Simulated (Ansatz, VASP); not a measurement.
This is a calculation of Zn for Ansatz 0.2.0.

The input input.yaml:

```yaml
crystal:
  lattice:
    - [0.0, 1.9515891866, 1.9515891866]
    - [1.9515891866, 0.0, 1.9515891866]
    - [1.9515891866, 1.9515891866, 0.0]
  atoms:
    - { symbol: Zn, position: [0.0, 0.0, 0.0] }
kpoints:
  mp_grid: { grid: [12, 12, 12] }
scf:
  occupations: { method: fermi_dirac, width: 0.05 }
hamiltonian:
  xc: pbesol
  pseudopotentials: { kind: all_electron, lapw: { basis_error: 0.001 } }
output:
  forces: true
  stress: true
  eigenvalues: true
```

Potentials or basis: all-electron LAPW, scalar-relativistic.

Run with:

```bash
$ ansatz run input.yaml --threads 1 --pin off --max-ram 3072MiB --backend cpu --events-out ev --progress --plain --runs-dir out
```

Translate it to VASP 6.6.1. Potentials there: VASP PAW PBE potentials, release 64 (Zn).

As run (the cutoff follows the program's own potentials):

INCAR

```
PREC = Accurate
ENCUT = 520
EDIFF = 1E-6
ISMEAR = -1
SIGMA = 0.05
LREAL = F
LASPH = T
NELM = 60
ALGO = Normal
ISIF = 2
LWAVE = F
LCHARG = T
GGA = PS
LELF = T
LVHAR = T
NBANDS = 12
```

Contents of KPOINTS:

```
Automatic mesh
0
Gamma
  12 12 12
```

File POSCAR:

```
Zn
1.0
    0.0000000000      1.9515891866      1.9515891866
    1.9515891866      0.0000000000      1.9515891866
    1.9515891866      1.9515891866      0.0000000000
Zn
1
Direct
    0.0000000000      0.0000000000      0.0000000000
```

Potentials or basis: VASP PAW PBE potentials, release 64 (Zn).

Launch:

```sh
$ cat potpaw_PBE.64/Zn/POTCAR > POTCAR
$ mpirun -np 1 vasp_std > vasp.out
```

Both were run:

|  | VASP | Ansatz | Ansatz less VASP |
| --- | --- | --- | --- |
| gap on the k mesh at the Fermi level (eV) | none | none | - |
| pressure (GPa) | -3.6 | -3.9 | -0.35 |

A gap of «none» marks a metal or a gap that the smearing closes. Ansatz ran all-electron here, so the differences hold the error of VASP's frozen core and of both bases.

Caveats: the PAW data sets were made with another functional, which shifts forces and pressure a little (VASP).
